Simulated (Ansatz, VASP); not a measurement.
# Two plane-wave programs on BN

```
N B
1.0
     2.55394    0.00000    0.00000
    -1.27697    2.21178    0.00000
     0.00000    0.00000    4.22685
N B
2 2
Direct
  0.33333 0.66667 0.12528
  0.66667 0.33333 0.62528
  0.33333 0.66667 0.49972
  0.66667 0.33333 0.99972
```

Measurements of this composition are mostly on another form, of space group No. 194.

Alike in both runs: task single point; functional PBE; k mesh 12 × 12 × 6; occupations gaussian, width 0.02 eV; no spin polarisation.

|  | VASP | Ansatz |
| --- | --- | --- |
| version | VASP 6.6.1 | Ansatz 0.2.0 |
| potentials or method | VASP PAW PBE potentials, release 64 (N, B) | Ansatz PAW |
| plane-wave cutoff (eV) | 520 | 420 |
| valence electrons in the cell | 16 | 16 |

```csv
,VASP,Ansatz,Ansatz less VASP
gap on the k mesh at the Fermi level (eV),5.20,5.21,+0.017
least direct gap on the mesh (eV),8.23,8.24,+0.007
pressure (GPa),0.2,0.0,-0.24
largest component of the traceless stress (GPa),0.52,0.48,-0.036
rms of the force components (eV/Å),0.008,0.009,+0.0012
```

Atom by atom the forces differ by 0.001 eV/Å (rms over components).

Caveats: the pressure holds a Pulay correction of +1.1 GPa for the finite cutoff (Ansatz). A k mesh can miss the band edges. As with any semilocal functional, this PBE gap is likely too small.
